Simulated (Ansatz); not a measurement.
# WC (Qusongite) (P1) in Ansatz: convergence with k mesh

Aim: find how far k mesh must go before the results for WC (Qusongite) settle, at PBE. This setting moves, with any that are tied to it; all else stays.

Everything below comes from runs of Ansatz 0.2.0. Logs are shortened: lines on timing, memory, paths and dates and some standing lists are left out, and cuts for length are marked.

## (1) The cell of the first run

The typed cell holds 2 atoms: a = 2.906 Å, b = 2.907 Å, c = 2.837 Å, α = 90.00°, β = 90.00°, γ = 120.00°.

The cell isn't the ideal one: atoms moved at random, drawn with an rms of 0.05 Å.

## (2) With k mesh 3 × 3 × 3

Contents of input.yaml:

```yaml
crystal:
  lattice:
    - [2.9065, 0.0, 0.0]
    - [-1.45325, 2.5171028361, 0.0]
    - [0.0, 0.0, 2.8366]
  atoms:
    - { symbol: W, position: [0.005945, 0.006678, 0.019474] }
    - { symbol: C, position: [0.682089, 0.324848, 0.51994] }
hamiltonian:
  xc: pbe
  pseudopotentials: { kind: paw }
kpoints:
  mp_grid: { grid: [3, 3, 3] }
scf:
  occupations: { method: cold, width: 0.1 }
output:
  forces: true
  stress: true
  eigenvalues: true
```

Potentials or basis: Ansatz PAW.

Run with:

```sh
> ansatz run input.yaml --threads 2 --pin off --max-ram 5632MiB --backend cpu --events-out ev --progress --plain --runs-dir out
```

It took 0.86 s on 2 threads of Intel Xeon at 2.50GHz (Skylake/Cascade Lake), shared host; peak memory 0.29 GiB.

Results:

```yaml
Free_energy: -10635.7122 eV
Pressure: 11.3 GPa
Largest_force: 1.064 eV/Å
Band_gap_on_the_k_mesh: none (metal or under the smearing width)
```

## (3) With k mesh 4 × 4 × 4

input.yaml: that of step 2 with these lines changed.

```diff
@@ -12,3 +12,3 @@
 kpoints:
-  mp_grid: { grid: [3, 3, 3] }
+  mp_grid: { grid: [4, 4, 4] }
 scf:
```

Potentials or basis: Ansatz PAW.

Run with:

```sh
> ansatz run input.yaml --threads 2 --pin off --max-ram 5632MiB --backend cpu --events-out ev --progress --plain --runs-dir out
```

Run time: 1.2 s. Hardware: 2 threads of Intel Xeon at 2.50GHz (Skylake/Cascade Lake), shared host; peak memory 0.29 GiB.

What came out:

```
Free energy            : -10635.9690 eV
Pressure               : 6.5 GPa
Largest force          : 0.857 eV/Å
Band gap on the k mesh : none (metal or under the smearing width)
```

## (4) With k mesh 5 × 5 × 5

input.yaml: that of step 3 with these lines changed.

```diff
@@ -12,3 +12,3 @@
 kpoints:
-  mp_grid: { grid: [4, 4, 4] }
+  mp_grid: { grid: [5, 5, 5] }
 scf:
```

Run with:

```sh
> ansatz run input.yaml --threads 2 --pin off --max-ram 5632MiB --backend cpu --events-out ev --progress --plain --runs-dir out
```

Wall time 1.8 s (2 threads of Intel Xeon at 2.50GHz (Skylake/Cascade Lake), shared host); peak memory 0.31 GiB.

Results:

| Item | Value |
| --- | --- |
| Free energy | -10636.0078 eV |
| Pressure | 6.5 GPa |
| Largest force | 1.133 eV/Å |
| Band gap on the k mesh | none (metal or under the smearing width) |

## (5) With k mesh 6 × 6 × 5

input.yaml: that of step 4 with these lines changed.

```diff
@@ -12,3 +12,3 @@
 kpoints:
-  mp_grid: { grid: [5, 5, 5] }
+  mp_grid: { grid: [6, 6, 5] }
 scf:
```

Run with:

```sh
> ansatz run input.yaml --threads 2 --pin off --max-ram 5632MiB --backend cpu --events-out ev --progress --plain --runs-dir out
```

It took 2.2 s on 2 threads of Intel Xeon at 2.50GHz (Skylake/Cascade Lake), shared host; peak memory 0.33 GiB.

Results:

```
Free energy            : -10636.0133 eV
Pressure               : 6.4 GPa
Largest force          : 1.084 eV/Å
Band gap on the k mesh : none (metal or under the smearing width)
```

## (6) With k mesh 8 × 8 × 7

input.yaml: that of step 5 with these lines changed.

```diff
@@ -12,3 +12,3 @@
 kpoints:
-  mp_grid: { grid: [6, 6, 5] }
+  mp_grid: { grid: [8, 8, 7] }
 scf:
```

Potentials or basis: Ansatz PAW.

Run with:

```sh
> ansatz run input.yaml --threads 2 --pin off --max-ram 5632MiB --backend cpu --events-out ev --progress --plain --runs-dir out
```

It took 5.2 s on 2 threads of Intel Xeon at 2.50GHz (Skylake/Cascade Lake), shared host; peak memory 0.38 GiB.

Results (log left out):

| Property | Result |
| --- | --- |
| Free energy | -10636.0260 eV |
| Pressure | 6.1 GPa |
| Largest force | 1.033 eV/Å |
| Band gap on the k mesh | none (metal or under the smearing width) |

## (7) With k mesh 9 × 9 × 8

input.yaml: that of step 6 with these lines changed.

```diff
@@ -12,3 +12,3 @@
 kpoints:
-  mp_grid: { grid: [8, 8, 7] }
+  mp_grid: { grid: [9, 9, 8] }
 scf:
```

Run with:

```sh
> ansatz run input.yaml --threads 2 --pin off --max-ram 5632MiB --backend cpu --events-out ev --progress --plain --runs-dir out
```

Run time: 6.5 s. Hardware: 2 threads of Intel Xeon at 2.50GHz (Skylake/Cascade Lake), shared host; peak memory 0.41 GiB.

It converged, with:

```yaml
Free_energy: -10636.0217 eV
Pressure: 6.3 GPa
Largest_force: 1.032 eV/Å
Band_gap_on_the_k_mesh: none (metal or under the smearing width)
```

## (8) With k mesh 12 × 12 × 11

input.yaml: that of step 7 with these lines changed.

```diff
@@ -12,3 +12,3 @@
 kpoints:
-  mp_grid: { grid: [9, 9, 8] }
+  mp_grid: { grid: [12, 12, 11] }
 scf:
```

Run with:

```sh
> ansatz run input.yaml --threads 2 --pin off --max-ram 5632MiB --backend cpu --events-out ev --progress --plain --runs-dir out
```

Run time: 17 s. Hardware: 2 threads of Intel Xeon at 2.50GHz (Skylake/Cascade Lake), shared host; peak memory 0.56 GiB.

The run converged. Its results:

```yaml
Free_energy: -10636.0242 eV
Pressure: 6.3 GPa
Largest_force: 1.047 eV/Å
Band_gap_on_the_k_mesh: none (metal or under the smearing width)
```

## (9) With k mesh 14 × 14 × 13

input.yaml: that of step 8 with these lines changed.

```diff
@@ -12,3 +12,3 @@
 kpoints:
-  mp_grid: { grid: [12, 12, 11] }
+  mp_grid: { grid: [14, 14, 13] }
 scf:
```

Potentials or basis: Ansatz PAW.

Run with:

```sh
> ansatz run input.yaml --threads 2 --pin off --max-ram 5632MiB --backend cpu --events-out ev --progress --plain --runs-dir out
```

Wall time 26 s (2 threads of Intel Xeon at 2.50GHz (Skylake/Cascade Lake), shared host); peak memory 0.71 GiB.

Results (log left out):

| Item | Value |
| --- | --- |
| Free energy | -10636.0227 eV |
| Pressure | 6.2 GPa |
| Largest force | 1.017 eV/Å |
| Band gap on the k mesh | none (metal or under the smearing width) |

## (10) With k mesh 17 × 17 × 15

input.yaml: that of step 9 with these lines changed.

```diff
@@ -12,3 +12,3 @@
 kpoints:
-  mp_grid: { grid: [14, 14, 13] }
+  mp_grid: { grid: [17, 17, 15] }
 scf:
```

Potentials or basis: Ansatz PAW.

Run with:

```sh
> ansatz run input.yaml --threads 2 --pin off --max-ram 5632MiB --backend cpu --events-out ev --progress --plain --runs-dir out
```

Standard output:

```text
Warning: RAYON_NUM_THREADS=2 ignored (pool sized by the plan → 2); use --threads N
Engine: ansatz 0.2.0, x86_64-unknown-linux-gnu
Pseudopotentials: kind: paw
Pseudopotential: W, paw, valence charge 14, recommended cutoff 420 eV (normal), W.paw.azcp
Pseudopotential: C, paw, valence charge 4, recommended cutoff 420 eV (normal), C.paw.azcp
Functional definition: PBE
  parameter kappa = 0.804
  parameter beta = 0.06672455060314922
  exchange = pbe_x(kappa = kappa, mu = beta*pi^2/3)
  correlation = pbe_c(beta = beta)
Crystal: 2 atoms, lattice volume = 20.752 Å³
Basis set: ecut = 420 eV, 405 PW (Γ), exchange–correlation on 40×40×40 points (8 copies of the dense FFT grid, shifted against one another)
Bands: 13, of which v1, the nominal top of the filled ones, is band 9 counted from 1 (8 counted from 0)
Symmetry: 1 space group operations
Space group: P1 (ITA 1), of the structure as read, at distance tolerance 2.7e-5 Å
k-points: 2168 of 4335 (time reversal used)
Non-local potential: W, projectors of the file, l = 0: 3, l = 1: 2, l = 2: 2, l = 3: 1
Non-local potential: C, projectors of the file, l = 0: 2, l = 1: 2, l = 2: 1
PAW form: soft (Blöchl's): semilocal exchange-correlation on the pseudo side does not see the compensation charge
PAW one-centre angular grid: W, 590 points (default); XC on 64 Gauss nodes
PAW one-centre angular grid: C, 110 points (default); XC on 64 Gauss nodes
Initial density: superposition of atomic densities (neutral atoms: chi_scale 0, normalization atom), corrected by the library's trained network
Initial wavefunctions: pseudopotential atomic-orbital guess
Functional: x = pbe(κ = 0.804, μ = 0.2195149727645171), c = pbe(β = 0.06672455060314922)
SCF iter   1: F=—  HF=-10636.019052 eV  |F-HF|=—  |Δ(HF+E_count)|=         —  Δρ=7.13e-3  dr2=2.40e-3  ethr=1.77e-3  ⟨swp⟩=5.2  Hψ=137078  notcnv=0
preconditioner: auto → none  [metal: Δε(μ)=0.003 eV  Ē_g=10.097 eV  σ=0.100 eV  W_gap=0.02  n_scr=8 (ndim 8)  ℏωp=25.8 eV  f_vac=0.000  D(μ)=0.29/eV (n_scr^D=0)  sad-step TF]
SCF iter   2: F=—  HF=-10636.021547 eV  |F-HF|=—  |Δ(HF+E_count)|=   2.49e-3  S|Δr|=    0.00e0  Δρ=4.14e-3  dr2=8.50e-4  ethr=1.33e-5  ⟨swp⟩=2.0  Hψ=54679  notcnv=0
SCF iter   3: F=—  HF=-10636.022569 eV  |F-HF|=—  |Δ(HF+E_count)|=   1.02e-3  S|Δr|=    0.00e0  Δρ=3.88e-4  dr2=2.98e-5  ethr=4.72e-6  ⟨swp⟩=2.2  Hψ=40857  notcnv=0
SCF iter   4: F=—  HF=-10636.022561 eV  |F-HF|=—  |Δ(HF+E_count)|=   7.87e-6  S|Δr|=    0.00e0  Δρ=1.32e-4  dr2=2.55e-6  ethr=1.65e-7  ⟨swp⟩=3.0  Hψ=48201  notcnv=0
SCF iter   5: F=—  HF=-10636.022561 eV  |F-HF|=—  |Δ(HF+E_count)|=   2.01e-7  S|Δr|=    0.00e0  Δρ=2.51e-5  dr2=1.00e-7  ethr=1.42e-8  ⟨swp⟩=2.0  Hψ=45290  notcnv=0
SCF iter   6: F=-10636.022561 eV  HF=-10636.022561 eV  |F-HF|=4.12e-9  |Δ(HF+E_count)|=   3.66e-8  S|Δr|=    0.00e0  Δρ=6.02e-6  dr2=6.44e-9  ethr=5.56e-10  ⟨swp⟩=4.3  Hψ=100517  notcnv=0
SCF 1 converged in 6 iterations: F = -10636.022561 eV  dr2 = 6.44e-9
SCF converged after 6 iterations
Stability not checked: this state was not tested for a lower state beside it, because cold or Methfessel-Paxton smearing, or corrected tetrahedra, fill the levels in a way that the test cannot read (fill_not_monotonic; see scf.lower_state_search)
Free energy (F): -10636.022561 eV
Harris-Foulkes:  -10636.022561 eV  (|F-HF|=4.12e-9)
Internal energy: -10636.023032 eV  (E = F + TS)
E sigma→0 (E₀):  -10636.022718 eV
Entropy (-TS):   0.000471 eV (0.235 meV/atom)
Fermi energy:    20.550576 eV
--- Per-component energies (eV) ---
  E_band       = -58.463724
  E_kinetic    = 542.126278
  E_local      = -665.216591  (includes V_loc(G=0)·N_el)
  E_nonlocal   = 25.500981
  E_hartree    = 235.353268
  E_xc         = -316.610841
  E_vxc        = -300.517768  (∫ρ·V_xc dr)
  E_paw        = -8661.165886  (= ΣΔE_a)
  E_vpaw       = -131.061580  (= ΣTr[D̂ρ^β])
  E_aug_tail   = -0.000059  (compensation charges beyond the density's cutoff)
  E_ewald      = -1796.010183
  E_smearing   = 0.000471  (= −TS)
  E_closure    = -0.000000  (closes the sum)
  Σ components = -10636.022561   (vs F -10636.022561, Δ=0.00e0)
--- Forces (eV/Å), atoms counted from 1 ---
  atom   1  W      0.81734226    -0.60925950     0.01892778
  atom   2  C     -0.81730398     0.60923407    -0.01892278
  max |Σ_I F_I| component: 3.83e-5 eV/Å
--- Stress (GPa, compression-positive) ---
        7.727589      -2.132591       0.029010
       -2.132591       4.489882      -0.020904
        0.029010      -0.020904       6.407908
  P = ⅓ Tr σ = 6.2085 GPa (62.085 kbar)
--- Band table (eV; the first three rows and the last of 2168) ---
  k-point 0: bands = ["-53.3457", "-17.3656", "-17.2619", "-17.2574", "6.1405", "16.2439", "17.1729", "17.3623", "20.6438", "23.7728", "23.8860", "25.7029", "26.5185"]
  k-point 1: bands = ["-53.3440", "-17.3996", "-17.2591", "-17.2544", "6.2497", "16.1953", "17.2280", "17.4014", "20.6248", "23.3002", "23.5552", "26.0495", "26.6456"]
  k-point 2: bands = ["-53.3390", "-17.4947", "-17.2511", "-17.2458", "6.5685", "15.9848", "17.3902", "17.5153", "20.6794", "22.4298", "22.8273", "26.5297", "26.7556"]
  k-point 2167: bands = ["-53.2869", "-18.0357", "-17.4573", "-17.2882", "9.3645", "13.7319", "16.5725", "17.6594", "19.7187", "23.0285", "24.8261", "25.4084", "27.3661"]
```

Wall time 43 s (2 threads of Intel Xeon at 2.50GHz (Skylake/Cascade Lake), shared host); peak memory 0.99 GiB.

Results:

* Free energy: -10636.0226 eV
* Pressure: 6.2 GPa
* Largest force: 1.020 eV/Å
* Band gap on the k mesh: none (metal or under the smearing width)

## (11) Summary

| k mesh | energy less the tightest run, at zero smearing (meV/atom) | pressure (GPa) | largest force (eV/Å) | SCF cycles | CPU time (s) | peak memory (GiB) |
| --- | --- | --- | --- | --- | --- | --- |
| 3 × 3 × 3 | 154.96 | 11.26 | 1.064 | 5 | 1.3 | 0.29 |
| 4 × 4 × 4 | 27.01 | 6.52 | 0.857 | 5 | 2 | 0.29 |
| 5 × 5 × 5 | 7.32 | 6.54 | 1.133 | 5 | 3.1 | 0.31 |
| 6 × 6 × 5 | 5.06 | 6.44 | 1.084 | 5 | 3.9 | 0.33 |
| 8 × 8 × 7 | -1.66 | 6.13 | 1.033 | 6 | 9.6 | 0.38 |
| 9 × 9 × 8 | 0.45 | 6.28 | 1.032 | 5 | 12 | 0.41 |
| 12 × 12 × 11 | -0.76 | 6.26 | 1.047 | 6 | 31 | 0.56 |
| 14 × 14 × 13 | 0.00 | 6.22 | 1.017 | 6 | 50 | 0.71 |
| 17 × 17 × 15 | 0.00 | 6.21 | 1.020 | 6 | 83 | 0.99 |

Against the tightest run, the energy stays within 1 meV/atom from 9 × 9 × 8 on; the pressure stays within 0.1 GPa from 8 × 8 × 7 on; the largest force stays within 0.005 eV/Å from 14 × 14 × 13 on. Meshes of other sizes hit other points, so gaps and Fermi surfaces needn't settle smoothly. The tightest run that finished is the yardstick and may itself not be fully converged.
